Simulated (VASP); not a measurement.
# ZrGe (Fm-3m): band edges, masses and strain, part 2 of 3

Aim: the gap of ZrGe, the masses at its band edges and their response to strain. The cell is generated by rule, not measured, and may not be a known phase.

VASP 6.6.1, plane waves and PAW; the level of theory is named at each step.

Still holding for the runs below: The k-mesh is coarse for a metal.

So far. Step 3 (Bands on a dense mesh): At -11.6 GPa the cell is away from the equilibrium volume of this level: left free, it would shrink.

The structure was built from a prototype and need not be the compound's stable phase.

### 4. Bands with spin-orbit coupling

This step: PBEsol, spin-orbit coupling; plane waves and PAW (Zr_sv, Ge_d); invented cell (VASP 6.6.1).

Spin-orbit coupling can split and shift the band edges, more so for heavy elements, so the bands are solved again with spinors.

The input, INCAR:

```
SYSTEM = ZrGe
PREC = Accurate
ENCUT = 410
EDIFF = 1E-06
NELM = 100
ISMEAR = 0
SIGMA = 0.02
LREAL = .FALSE.
ALGO = Normal
GGA = PS
LNONCOLLINEAR = .TRUE.
MAGMOM = 0 0 0 0 0 0
NBANDS = 38
GGA_COMPAT = .FALSE.
LASPH = .TRUE.
LSORBIT = .TRUE.
LMAXMIX = 4
LORBIT = 11
LWAVE = .FALSE.
LCHARG = .FALSE.
KPAR = 4
ISIF = 2
```

The input, POSCAR:

```
ZrGe
1.0
    0.0000000000      2.8200000000      2.8200000000
    2.8200000000      0.0000000000      2.8200000000
    2.8200000000      2.8200000000      0.0000000000
Zr Ge
1 1
Direct
    0.0000000000      0.0000000000      0.0000000000
    0.5000000000      0.5000000000      0.5000000000
```

The input, KPOINTS:

```
Automatic mesh
0
Gamma
8 8 8
0 0 0
```

The input, KPOINTS_OPT:

```
Line mode
16
Line-mode
Reciprocal
  0.00000000   0.00000000   0.00000000 GAMMA
  0.50000000   0.00000000   0.50000000 X

  0.50000000   0.00000000   0.50000000 X
  0.50000000   0.25000000   0.75000000 W

  0.50000000   0.25000000   0.75000000 W
  0.37500000   0.37500000   0.75000000 K

  0.37500000   0.37500000   0.75000000 K
  0.00000000   0.00000000   0.00000000 GAMMA

  0.00000000   0.00000000   0.00000000 GAMMA
  0.50000000   0.50000000   0.50000000 L

  0.50000000   0.50000000   0.50000000 L
  0.62500000   0.25000000   0.62500000 U

  0.62500000   0.25000000   0.62500000 U
  0.50000000   0.25000000   0.75000000 W

  0.50000000   0.25000000   0.75000000 W
  0.50000000   0.50000000   0.50000000 L

  0.50000000   0.50000000   0.50000000 L
  0.37500000   0.37500000   0.75000000 K

  0.62500000   0.25000000   0.62500000 U
  0.50000000   0.00000000   0.50000000 X
```

The projector-augmented-wave data sets are Zr_sv and Ge_d (PBE family, release 64).

Run with:

```bash
$ mpirun -np 4 vasp_ncl
```

The program printed:

```text
[... set-up lines as in an earlier step ...]
 entering main loop
       N       E                     dE             d eps       ncg     rms          rms(c)
DAV:   1     0.269216786857E+03    0.26922E+03   -0.11008E+04  2846   0.265E+03
DAV:   2     0.267418909756E+02   -0.24247E+03   -0.23152E+03  2228   0.751E+02
DAV:   3    -0.139167034205E+02   -0.40659E+02   -0.39965E+02  2930   0.173E+02
DAV:   4    -0.167548379390E+02   -0.28381E+01   -0.28037E+01  3248   0.484E+01
DAV:   5    -0.168721285614E+02   -0.11729E+00   -0.11720E+00  3274   0.839E+00    0.115E+01
DAV:   6    -0.155379618941E+02    0.13342E+01   -0.22416E+00  3398   0.482E+01    0.341E+00
DAV:   7    -0.155165425467E+02    0.21419E-01   -0.55459E-01  2974   0.648E+00    0.135E+00
DAV:   8    -0.155125245609E+02    0.40180E-02   -0.29535E-02  3086   0.228E+00    0.687E-01
DAV:   9    -0.155117100290E+02    0.81453E-03   -0.37796E-03  2896   0.530E-01    0.209E-01
DAV:  10    -0.155116920244E+02    0.18005E-04   -0.25540E-04  3180   0.181E-01    0.576E-02
DAV:  11    -0.155116825253E+02    0.94991E-05   -0.92034E-05  2820   0.106E-01    0.166E-02
DAV:  12    -0.155116817874E+02    0.73782E-06   -0.70936E-06  2296   0.238E-02
   1 F= -.15511682E+02 E0= -.15511681E+02  d E =-.133366E-05  mag=     0.0000    -0.0000    -0.0000
 Start KPOINTS_OPT (optional k-point list driver)
k-point batch [1-29\160]
       N       E                     dE             ncg
DAV:   1    -0.175291624351E+04   -0.18068E+05     2900
DAV:   2    -0.874666174605E+04   -0.69937E+04     2346
DAV:   3    -0.986510885217E+04   -0.11184E+04     2692
DAV:   4    -0.995796136695E+04   -0.92853E+02     3242
DAV:   5    -0.996121080704E+04   -0.32494E+01     2982
DAV:   6    -0.996127852458E+04   -0.67718E-01     2884
DAV:   7    -0.996128054027E+04   -0.20157E-02     3076
DAV:   8    -0.996128057691E+04   -0.36643E-04     2914
DAV:   9    -0.996128057755E+04   -0.64182E-06     1718
[...]
k-point batch [146-160\160]
       N       E                     dE             ncg
DAV:   1     0.938225621256E+04   -0.13030E+05     1462
DAV:   2     0.575793191588E+04   -0.36243E+04     1220
DAV:   3     0.518822003281E+04   -0.56971E+03     1362
DAV:   4     0.514643327583E+04   -0.41787E+02     1618
DAV:   5     0.514440985235E+04   -0.20234E+01     1542
DAV:   6     0.514437996151E+04   -0.29891E-01     1428
DAV:   7     0.514437926721E+04   -0.69430E-03     1574
DAV:   8     0.514437925303E+04   -0.14175E-04     1436
DAV:   9     0.514437925283E+04   -0.20035E-06      814
```

Wall time 53 s (4 MPI ranks of Intel Xeon 6975P-C (Granite Rapids), shared host); peak memory 1.1 GiB; 3.4 min of CPU time.

OUTCAR, selected parts (step 4):

```text
The static configuration has the point symmetry O_h .

 Found     29 irreducible k-points:

   k-points           NKPTS =     29   k-points in BZ     NKDIM =     29   number of bands    NBANDS=     38

   NELECT =      26.0000    total number of electrons

 E-fermi :   6.8981

 k-point     1 :       0.0000    0.0000    0.0000
  band No.  band energies     occupation
    ...
     16     -16.5284      1.00000
     17     -16.5089      1.00000
     18     -16.5089      1.00000
     19      -2.8905      1.00000
     20      -2.8905      1.00000
     21       7.1188      0.00000
     22       7.1188      0.00000
     23       7.1188      0.00000
     24       7.1188      0.00000
     25       7.1881      0.00000
    ...

 k-point     2 :       0.1250    0.0000    0.0000
  band No.  band energies     occupation
    ...
     22       6.3794      1.00000
     23       6.7549      1.00000
     24       6.7549      1.00000
     25       6.7600      1.00000
     26       6.7600      1.00000
     27       7.4717      0.00000
     28       7.4717      0.00000
     29       7.5085      0.00000
     30       7.5085      0.00000
     31       8.7752      0.00000
    ...

  Total       -3.2747895     -3.2747895     -3.2747895     -0.0000000      0.0000000     -0.0000000
  in kB     -116.9813555   -116.9813555   -116.9813555     -0.0000000      0.0000000     -0.0000000
  external PRESSURE =    -116.9813555 kB  Pullay stress =       0.0000000 kB

 POSITION                                       TOTAL-FORCE (eV/Angst)
 -----------------------------------------------------------------------------------
      0.00000      0.00000      0.00000         0.000000     -0.000000      0.000000
      2.82000      2.82000      2.82000        -0.000000      0.000000     -0.000000
 -----------------------------------------------------------------------------------
    total drift:                                0.000000      0.000000      0.000000

  FREE ENERGIE OF THE ION-ELECTRON SYSTEM (eV)
  ---------------------------------------------------
  free  energy   TOTEN  =       -15.5116817874 eV

  energy  without entropy=      -15.5116804538  energy(sigma->0) =      -15.51168112

 Spin-Orbit-Coupling matrix elements
 Ion:    1  E_soc:     -0.1460801
 Ion:    2  E_soc:     -0.0231282

 total charge
# of ion       s       p       d       tot
------------------------------------------
    1        2.140   5.959   1.569   9.669
    2        1.142   1.307   9.991  12.440
--------------------------------------------------
tot          3.282   7.266  11.560  22.108

 magnetization (x)
# of ion       s       p       d       tot
------------------------------------------
    1        0.000  -0.000  -0.000  -0.000
    2       -0.000   0.000  -0.000  -0.000
--------------------------------------------------
tot         -0.000   0.000  -0.000  -0.000

 magnetization (y)
# of ion       s       p       d       tot
------------------------------------------
    1        0.000   0.000  -0.000   0.000
    2        0.000   0.000   0.000   0.000
--------------------------------------------------
tot          0.000   0.000  -0.000   0.000

 magnetization (z)
# of ion       s       p       d       tot
------------------------------------------
    1       -0.000   0.000  -0.000  -0.000
    2       -0.000   0.000   0.000   0.000
--------------------------------------------------
tot         -0.000   0.000  -0.000  -0.000

[... 7 parts as in an earlier step ...]

[... 5 further parts left out ...]
```

This step gave:

```yaml
scf_cycles: 12
bands: 38
irreducible_k_points: 29
free_energy_toten: -15.51 eV
fermi_energy: 6.898 eV
pressure: -11.70 GPa
```

The spin moment in the PAW sphere vanishes on all atoms.

On-site spin-orbit energy by atom:

| atom | on-site spin-orbit energy (eV) |
| --- | --- |
| Zr1 | -0.146 |
| Ge2 | -0.023 |

The electronic bands at the labelled points (eV, zero at the Fermi level; # counts the bands kept, so #1 is VASP's band 19):

| point | #3 | #4 | #5 | #6 | #7 | #8 | #9 | #10 |
| --- | --- | --- | --- | --- | --- | --- | --- | --- |
| Γ | 0.22 | 0.22 | 0.22 | 0.22 | 0.29 | 0.29 | 0.91 | 0.91 |
| 0.47 of the way | -2.36 | -2.36 | -0.60 | -0.60 | -0.24 | -0.24 | -0.11 | -0.11 |
| X | -2.65 | -2.65 | -1.36 | -1.36 | 0.10 | 0.10 | 0.32 | 0.32 |
| 0.47 of the way | -2.60 | -2.60 | -1.80 | -1.80 | -1.10 | -1.10 | 0.92 | 0.92 |
| W | -2.37 | -2.37 | -2.36 | -2.36 | -2.08 | -2.08 | 2.10 | 2.10 |
| 0.47 of the way | -2.56 | -2.56 | -2.49 | -2.49 | -1.59 | -1.59 | 1.38 | 1.38 |
| K | -2.70 | -2.70 | -2.54 | -2.54 | -1.10 | -1.10 | 0.76 | 0.76 |
| 0.47 of the way | -2.80 | -2.80 | -1.60 | -1.60 | -1.51 | -1.51 | 1.03 | 1.03 |
| Γ | 0.22 | 0.22 | 0.22 | 0.22 | 0.29 | 0.29 | 0.91 | 0.91 |
| 0.53 of the way | -2.37 | -2.37 | -1.21 | -1.21 | -1.18 | -1.18 | 1.16 | 1.16 |
| L | -4.48 | -4.48 | -1.95 | -1.95 | -1.91 | -1.91 | 2.12 | 2.12 |
| 0.47 of the way | -4.00 | -4.00 | -2.10 | -2.10 | -1.70 | -1.70 | 1.76 | 1.76 |
| U | -2.70 | -2.70 | -2.54 | -2.54 | -1.10 | -1.10 | 0.76 | 0.76 |
| 0.47 of the way | -2.59 | -2.59 | -2.50 | -2.50 | -1.50 | -1.50 | 1.26 | 1.26 |
| W | -2.37 | -2.37 | -2.36 | -2.36 | -2.08 | -2.08 | 2.10 | 2.10 |
| 0.53 of the way | -3.86 | -3.86 | -2.13 | -2.13 | -1.69 | -1.69 | 1.88 | 1.88 |
| L | -4.48 | -4.48 | -1.95 | -1.95 | -1.91 | -1.91 | 2.12 | 2.12 |
| 0.47 of the way | -4.00 | -4.00 | -2.10 | -2.10 | -1.70 | -1.70 | 1.76 | 1.76 |
| K | -2.70 | -2.70 | -2.54 | -2.54 | -1.10 | -1.10 | 0.76 | 0.76 |
| jump to U | -2.70 | -2.70 | -2.54 | -2.54 | -1.10 | -1.10 | 0.76 | 0.76 |
| 0.47 of the way | -2.62 | -2.62 | -1.82 | -1.82 | -0.43 | -0.43 | 0.27 | 0.27 |
| X | -2.65 | -2.65 | -1.36 | -1.36 | 0.10 | 0.10 | 0.32 | 0.32 |

Of the projections kept (Zr, Ge), the largest for each band there; the rest of the weight can lie on other orbitals:

| point | #3 | #4 | #5 | #6 | #7 | #8 | #9 | #10 |
| --- | --- | --- | --- | --- | --- | --- | --- | --- |
| Γ | Zr 0.95 | Zr 0.95 | Zr 0.95 | Zr 0.95 | Zr 0.94 | Zr 0.94 | Zr 0.92 | Zr 0.92 |
| X | Ge 0.78 | Ge 0.78 | Zr 0.92 | Zr 0.92 | Ge 0.88 | Ge 0.88 | Ge 0.88 | Ge 0.88 |
| W | Ge 0.54 | Ge 0.54 | Ge 0.55 | Ge 0.55 | Zr 0.51 | Zr 0.51 | Zr 0.79 | Zr 0.79 |
| K | Zr 0.52 | Zr 0.52 | Ge 0.65 | Ge 0.65 | Zr 0.53 | Zr 0.53 | Zr 0.78 | Zr 0.78 |
| Γ | Zr 0.95 | Zr 0.95 | Zr 0.95 | Zr 0.94 | Zr 0.94 | Zr 0.94 | Zr 0.92 | Zr 0.92 |
| L | Ge 0.51 | Ge 0.51 | Zr 0.61 | Zr 0.61 | Zr 0.62 | Zr 0.62 | Zr 0.99 | Zr 0.99 |

### 5. Orbitals for bands with HSE06

This step: PBE; plane waves and PAW (Zr_sv, Ge_d); invented cell (VASP 6.6.1).

The hybrid starts from PBE orbitals, which saves many expensive cycles.

The input, INCAR:

```
SYSTEM = ZrGe
PREC = Accurate
ENCUT = 410
EDIFF = 1E-05
NELM = 100
ISMEAR = 0
SIGMA = 0.02
LREAL = .FALSE.
ALGO = Normal
GGA = PE
NBANDS = 19
LASPH = .TRUE.
LORBIT = 11
LWAVE = .TRUE.
LCHARG = .FALSE.
KPAR = 4
```

POSCAR is that of step 4.

The input, KPOINTS:

```
Automatic mesh
0
Gamma
4 4 4
0 0 0
```

Run with:

```bash
$ mpirun -np 4 vasp_std
```

The program printed:

```text
[banner, memory and clock lines left out]
running    4 mpi-ranks, on    1 nodes
 distrk:  each k-point on    1 cores,    4 groups
 distr:  one band on    1 cores,    1 groups

 POSCAR found type information on POSCAR ZrGe
 POSCAR found :  2 types and       2 ions
 LDA part: xc-table for (Slater+PW92), standard interpolation
 POSCAR, INCAR and KPOINTS ok, starting setup
 FFT: planning ... GRIDC
 FFT: planning ... GRID_SOFT
 FFT: planning ... GRID
 WAVECAR not read
 entering main loop
       N       E                     dE             d eps       ncg     rms          rms(c)
DAV:   1     0.209494050382E+03    0.20949E+03   -0.12215E+04   347   0.262E+03
DAV:   2     0.661824587351E+01   -0.20288E+03   -0.19628E+03   316   0.559E+02
DAV:   3    -0.144346219995E+02   -0.21053E+02   -0.20817E+02   340   0.127E+02
DAV:   4    -0.155870557548E+02   -0.11524E+01   -0.11445E+01   503   0.262E+01
DAV:   5    -0.156219198862E+02   -0.34864E-01   -0.34854E-01   383   0.350E+00    0.107E+01
DAV:   6    -0.144331151246E+02    0.11888E+01   -0.41592E+00   473   0.330E+01    0.314E+00
DAV:   7    -0.144125868789E+02    0.20528E-01   -0.24362E-01   423   0.521E+00    0.149E+00
DAV:   8    -0.144108138483E+02    0.17730E-02   -0.24742E-02   402   0.215E+00    0.231E-01
DAV:   9    -0.144108293550E+02   -0.15507E-04   -0.21195E-03   388   0.673E-01    0.699E-02
DAV:  10    -0.144108974377E+02   -0.68083E-04   -0.19106E-04   441   0.157E-01    0.241E-02
DAV:  11    -0.144108929357E+02    0.45020E-05   -0.14948E-05   206   0.566E-02
   1 F= -.14410893E+02 E0= -.14410893E+02  d E =-.239032E-21
 writing wavefunctions
```

Elapsed: 2.4 s, on 4 MPI ranks; peak memory 0.56 GiB.

From OUTCAR (step 5):

```text
   k-points           NKPTS =      8   k-points in BZ     NKDIM =      8   number of bands    NBANDS=     19

   NELECT =      26.0000    total number of electrons

 E-fermi :   6.9960

 k-point     1 :       0.0000    0.0000    0.0000
  band No.  band energies     occupation
    ...
      6     -16.7477      2.00000
      7     -16.7155      2.00000
      8     -16.7155      2.00000
      9     -16.7155      2.00000
     10      -2.7605      2.00000
     11       7.3048      0.00000
     12       7.3048      0.00000
     13       7.3048      0.00000
     14       7.9310      0.00000
     15       7.9310      0.00000
    ...

  Total       -2.3283695     -2.3283695     -2.3283695      0.0000000     -0.0000000      0.0000000
  in kB      -83.1735370    -83.1735370    -83.1735370      0.0000000     -0.0000000      0.0000000
  external PRESSURE =     -83.1735370 kB  Pullay stress =       0.0000000 kB

 POSITION                                       TOTAL-FORCE (eV/Angst)
 -----------------------------------------------------------------------------------
      0.00000      0.00000      0.00000         0.000000      0.000000      0.000000
      2.82000      2.82000      2.82000        -0.000000     -0.000000     -0.000000
 -----------------------------------------------------------------------------------
    total drift:                                0.000000      0.000000      0.000000

  FREE ENERGIE OF THE ION-ELECTRON SYSTEM (eV)
  ---------------------------------------------------
  free  energy   TOTEN  =       -14.4108929357 eV

  energy  without entropy=      -14.4108929357  energy(sigma->0) =      -14.41089294

[... 6 parts as in an earlier step ...]

[... 10 further parts left out ...]
```

This step gave:

* SCF cycles: 11
* bands: 19
* irreducible k-points: 8
* free energy (TOTEN): -14.41 eV
* Fermi energy: 6.996 eV
* pressure: -8.317 GPa

The run ends at a pressure of -8.32 GPa.

(Continued in part 3 of 3.)

[Lines on the potential files, build, host, timing and source positions are cut from VASP's logs without a mark.]

[Logs are printed without paths, hosts, clocks, repeated set-up lines and the standing remarks that a program may print on its own settings, such as how far it seeks lower states.]

[Hosts, paths, dates, database ids (printed as entryN), source tags and the programs' standing remarks are cut or masked in the printed files.]

[In band tables of VASP the shares of atoms and orbitals are scaled to a sum of 1 inside the atoms' spheres.]

[Gaps and slopes under strain along one axis are those of the sampled path and mesh points; where strain splits equal valleys, another of them can be the edge.]
